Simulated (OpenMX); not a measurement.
SnO2 (Cassiterite):

```
Sn O
1.0
     4.73800    0.00000    0.00000
     0.00000    4.73800    0.00000
     0.00000    0.00000    3.18650
Sn O
2 4
Direct
  0.50000 0.50000 0.50000
  0.00000 0.00000 0.00000
  0.80710 0.19290 0.50000
  0.69290 0.69290 0.00000
  0.19290 0.80710 0.50000
  0.30710 0.30710 0.00000
```

Base run:

```yaml
Program: OpenMX 3.8.5
Functional: PBE
Potentials_or_basis: OpenMX 2013 PBE set, Sn7.0-s3p2d1, O6.0-s2p2, grid cutoff 500 Ry
k_mesh: 7 × 7 × 9
Occupations: fermi-dirac, width 0.05 eV
Spin: no spin polarisation
```

Its results: band gap on the k mesh 0.83 eV, direct; pressure 17.9 GPa; largest force 0.472 eV/Å.

Question: The run is repeated on the same cell with these changes: potentials or basis from OpenMX 2013 PBE set, Sn7.0-s3p2d1, O6.0-s2p2, grid cutoff 500 Ry to OpenMX 2013 PBE set, Sn7.0-s3p2d2, O6.0-s2p2d1, grid cutoff 500 Ry. What comes out?

Answer: Band gap on the k mesh 0.21 eV, indirect (least direct gap 1.22 eV); pressure 17.2 GPa; largest force 0.360 eV/Å.

Caveats: so large a pressure means that the cell lies far from this level's equilibrium, or that cutoff or potentials fall short; spin-orbit coupling is left out, which moves the levels of the heavy elements; the basis of atomic orbitals isn't converged, which shifts pressures, moduli and gaps.

Not every run made on this cell is shown here.
